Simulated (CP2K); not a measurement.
Runs of CP2K 2026.2 on MgB2. All rows change the cell; the cell of one of them follows. It takes space group P6/mmm (No. 191, hexagonal). Conventional cell: a = 3.085 Å, b = 3.085 Å, c = 3.664 Å, α = 90.00°, β = 90.00°, γ = 120.00°. Mg (site symmetry 6/mmm) is surrounded by 12 B at 2.56 Å. Around B (site symmetry -6m2) lie 3 B at 1.78 Å. 

```csv
cell,gap on the mesh (eV),pressure (GPa)
strain_c = 0.04,none,-3.9
strain_c = 0,none,(a)
strain_c = -0.04,none,5.1
strain_c = 0.02,none,-1.9
strain_c = 0.06,none,(b)
strain_c = -0.02,none,2.5
```

Alike in all rows: task single point; level PBE; potentials or basis POTENTIAL_UZH Mg GTH-PBE-q10, B GTH-PBE-q3; TZVP-MOLOPT-PBE-GTH basis; no spin polarisation; k mesh 10 × 10 × 8; smearing fermi-dirac 0.05 eV.

Q: Estimate the missing entries.

A: (a) 0.2; (b) -5.6.

Caveats: the basis of atomic orbitals isn't converged, which shifts pressures, moduli and gaps.

A gap of «none» marks a metal or a gap under the smearing width.
